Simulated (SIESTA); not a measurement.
Runs of SIESTA 5.4.2 on AlN. The structure is hexagonal, space group P6_3mc (No. 186). Conventional cell: a = 3.113 Å, b = 3.113 Å, c = 4.981 Å, α = 90.00°, β = 90.00°, γ = 120.00°. Around Al (site symmetry 3m) lie 4 N at 1.89 Å. Around N (site symmetry 3m) lie 4 Al at 1.89 Å. 

| task | level | potentials or basis | energy shift | gap on the mesh (eV) | pressure (GPa) | largest force (eV/Å) |
| --- | --- | --- | --- | --- | --- | --- |
| band structure | BLYP | PseudoDojo 0.4 standard (PBE files), DZP (energy shift 0.003 Ry) | 0.003 Ry | (c) | 9.7 | 0.12 |
| band structure | PBE | SG15 1.2 with PseudoDojo 0.4 standard (PBE files), DZP (energy shift 0.003 Ry) | 0.003 Ry | 4.34 | (a) | 0.13 |
| band structure | PBE | PseudoDojo 0.4 standard (PBE files), SZ (energy shift 0.01 Ry) | 0.01 Ry | 4.04 | 22.9 | 0.10 |
| single point | PBE | PseudoDojo 0.4 standard (PBE files), DZP (energy shift 0.003 Ry) | 0.003 Ry | 4.34 | (b) | 0.13 |

Alike in all rows: no spin polarisation; cell as given; k mesh 10 × 10 × 6; smearing fermi-dirac 0.05 eV; grid cutoff 800 Ry.

Task: Fill in the values left out.

Result: (a) 4.9; (b) 5.1; (c) 4.66.

Caveats: the basis of atomic orbitals isn't converged, which shifts pressures, moduli and gaps; the potentials were made for another functional, which shifts forces and pressure (some runs); the basis has no polarisation orbitals (some runs); so large a pressure means that the cell lies far from this level's equilibrium, or that cutoff or potentials fall short (some runs).

A k mesh can miss the band edges.
